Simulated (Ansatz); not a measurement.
Levels of theory on Li2S (COD cell start)

The compound was started in one structure type and brought to zero pressure at each level (plane-wave PAW code Ansatz, Gaussian smearing of 0.05 eV, scalar-relativistic unless SOC, spin–orbit coupling, is named).

The start was a cell as deposited in COD.

The cell at PBE (neighbours within 15 % of each site's shortest distance, so a longer bond may be listed from one end only): It takes space group Fm-3m (No. 225, cubic). Conventional cell: a = 5.706 Å, b = 5.706 Å, c = 5.706 Å, α = 90.00°, β = 90.00°, γ = 90.00°. Li (site symmetry -43m) has 4 S at 2.47 Å as nearest neighbours. S (site symmetry m-3m) has 8 Li at 2.47 Å as nearest neighbours.

| level | cutoff (eV) | k-mesh | final group | a (Å) | V (Å³/atom) | gap (eV) | B0 (GPa) | E_f (eV/atom) |
| --- | --- | --- | --- | --- | --- | --- | --- | --- |
| PBE | 420 | 10×10×10 | Fm-3m | 5.706 | 15.48 | 3.39 | 41 | -1.36 |
| r²SCAN | 500 | 8×8×8 | Fm-3m | 5.691 | 15.36 | 3.87 | – | -1.51 |

Volumes against PBE: r²SCAN −0.8 %. r²SCAN widens the gap by 0.48 eV over PBE, as meta-GGAs in the generalised Kohn–Sham scheme often do. The formation energy spans 0.15 eV/atom over the functionals (r²SCAN lowest, PBE highest); the spread holds the functional's effect on the elements as well as on the compound.

The PAW datasets are PBE ones. Gaps are (generalised) Kohn–Sham gaps. E_f is the formation energy from the elements run alike, at 0 K, without zero-point energy or dispersion between the molecules, chains or layers of the solid elements; it is good to about 0.01 eV/atom as a calculation.

All runs used the PAW datasets of the set soft_2.
